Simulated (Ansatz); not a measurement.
**BaTiO3: a relaxation**

The task: find the equilibrium cell of BaTiO3.

Method: DFT r2SCAN+U, scalar-relativistic, plane waves, PAW, in Ansatz 0.2.0.

## (1) The starting structure

It takes space group Amm2 (No. 38, orthorhombic). Conventional cell: a = 3.984 Å, b = 5.674 Å, c = 5.692 Å, α = 90.00°, β = 90.00°, γ = 90.00°. Around Ba (site symmetry mm2) lie 12 O at 2.80 to 2.89 Å. Ti (site symmetry mm2) is surrounded by 6 O at 1.95 to 2.07 Å. O (site symmetry mm2) is surrounded by 2 Ti at 1.99 Å and 4 Ba at 2.80 to 2.89 Å. O (site symmetry m) has 2 Ti at 1.95 to 2.07 Å and 4 Ba at 2.82 to 2.84 Å as nearest neighbours.

Coordinates:

```
Ba Ti O
1.0
     3.98410    0.00000    0.00000
     0.00000    2.83705    2.84580
     0.00000   -2.83705    2.84580
Ba Ti O
1 1 3
Direct
  0.00000 0.00000 0.00000
  0.50000 0.50790 0.50790
  0.00000 0.49210 0.49210
  0.50000 0.50251 0.99371
  0.50000 0.99371 0.50251
```

The structure comes from the Crystallography Open Database.

(A quick probe on a coarse mesh, which set the mesh and smearing, is not shown.)

## (3) Full relaxation

Contents of input.yaml:

```yaml
crystal:
  lattice:
    - [3.9841, 0.0, 0.0]
    - [0.0, 2.83705, 2.8458]
    - [0.0, -2.83705, 2.8458]
  atoms:
    - { symbol: Ba, position: [0.0, 0.0, 0.0] }
    - { symbol: Ti, position: [0.5, 0.5079, 0.5079] }
    - { symbol: O, position: [0.0, 0.4921, 0.4921] }
    - { symbol: O, position: [0.5, 0.50251, 0.99371] }
    - { symbol: O, position: [0.5, 0.99371, 0.50251] }
basis:
  ecutwfc: 500
kpoints:
  mp_grid: { grid: [6, 6, 6] }
hamiltonian:
  xc: r2scan
  hubbard: { sites: [{ species: Ti, l: d, u_eff: 4.0 }] }
scf:
  occupations: { method: gaussian, width: 0.02 }
output:
  forces: true
  stress: true
  eigenvalues: true
relax:
  adjacent_minimum: "off"
  f_tol: 0.005
  max_steps: 80
  cell: { stress_tol: 0.05 }
```

Command:

```console
$ ansatz run input.yaml --threads 1 --pin off --max-ram 2560MiB --backend cpu --events-out ev --progress --plain --runs-dir out
```

Before running it: what results should come out? Wanted: relaxed cell; volume; gap on the mesh.

As calculated:

```
                   quantity                                                                      value
relaxed cell (conventional)  a = 3.995 Å, b = 5.685 Å, c = 5.696 Å, α = 90.00°, β = 90.00°, γ = 90.00°
       space group (0.01 Å)                                                              Amm2 (No. 38)
                     volume                                                              12.94 Å³/atom
            gap on the mesh                                                                    2.82 eV
```

Relaxation raised the volume by 0.5 %.
